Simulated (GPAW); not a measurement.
Something may be wrong with this GPAW 26.7.0 calculation of Ta.

The input run.py:

```python
from ase import Atoms
from ase.dft.bandgap import bandgap
from ase.io import write
from ase.units import GPa
from gpaw import GPAW, PW

atoms = Atoms(['Ta'],
              cell=[[-1.65128, 1.65128, 1.65128],
                    [1.65128, -1.65128, 1.65128],
                    [1.65128, 1.65128, -1.65128]],
              scaled_positions=[[0.0, 0.0, 0.0]],
              pbc=True)

calc = GPAW(mode=PW(600),
            xc='PBE96',
            kpts={'size': (11, 11, 11), 'gamma': True},
            occupations={'name': 'fermi-dirac', 'width': 0.05},
            nbands=15,
            convergence={'density': 1e-05, 'forces': 0.0001},
            maxiter=75,
            txt='gpaw.txt')
atoms.calc = calc
energy = atoms.get_potential_energy()
forces = atoms.get_forces()
stress = atoms.get_stress()
calc.write('gs.gpw')
write('result.traj', atoms)
print(f'Energy: {energy:.6f} eV')
print('Forces (eV/A):')
print(forces.round(4))
print('Stress (GPa):', (stress / GPa).round(3))
print('Fermi level:', round(calc.get_fermi_level(), 4), 'eV')
print(f'Gap: {bandgap(calc)[0]:.4f} eV, direct: {bandgap(calc, direct=True)[0]:.4f} eV')
```

Potentials or basis: GPAW PAW data sets (gpaw-data 1.2.1), pw.

Launch:

```sh
$ OMP_NUM_THREADS=1 python run.py
```

gpaw.txt:

```text
__  _  _
 | _ |_)|_||  |
 |__||  | ||/\| - 26.7.0

Input parameters:
  mode=PW(ecut=600.0),
  convergence={'density': 1e-05, 'forces': 0.0001},
  kpts=MonkhorstPack(size=(11, 11, 11), gamma=True),
  maxiter=75,
  nbands=15,
  occupations=Occupations(name='fermi-dirac', width=0.05),
  xc=XC(name='PBE96')
```

On the terminal:

```text
ValueError: not enough values to unpack (expected 2, got 1)

During handling of the above exception, another exception occurred:

NameError: Unknown functional: PBE96.
```

Q: Diagnose the run.

A: The input was rejected before any iteration. The input holds a flaw that was put in on purpose: functional name that the code doesn't know (xc = PBE96).
